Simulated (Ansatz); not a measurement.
Base system: BaSnO₃ in the cubic perovskite structure (space group Pm-3m, No. 221; a = 4.1216 Å). Axes: x, y, z lie along the cube axes.

Now apply this change: the cell is compressed by 0.64 % along x with no lateral relaxation; the atoms relax in the strained cell.

Levels (all Ansatz, a program for electronic structure, PAW, earlier PAW set): PBEsol (420 eV, no spin-orbit coupling); PBEsol+SOC (420 eV, noncollinear with spin-orbit coupling).

The geometry is relaxed with PBEsol.

| Quantity | Value |
|---|---|
| PBEsol electron mass | 0.16 mₑ (at Γ) |
| PBEsol smallest direct gap | 1.42 eV |
| PBEsol lowest conduction level above the VBM at special points | Γ 0.94 eV; X 4.98 eV; Z 5.03 eV; A 5.21 eV |
| PBEsol pressure | 1.00 GPa |

**Question.** Predict the electron mass, smallest direct gap, lowest conduction level above the VBM at special points and pressure from PBEsol+SOC.

**Answer.** The electron mass stays 0.16 mₑ (at Γ); the smallest direct gap shrinks by 0.05 eV, from 1.42 eV to 1.37 eV; the lowest conduction level above the VBM at special points changes from Γ 0.94 eV; X 4.98 eV; Z 5.03 eV; A 5.21 eV to Γ 0.94 eV; X 4.98 eV; Z 5.03 eV; A 5.06 eV; the pressure stays essentially unchanged (1.00 GPa against 0.98 GPa).

Single points use the geometry relaxed with PBEsol. Differences between runs with and without spin-orbit coupling are approximate. Effective masses come from finite differences of ±0.01 Å⁻¹. Stability against distortions was not tested. k-point labels follow each cell's own Brillouin zone.
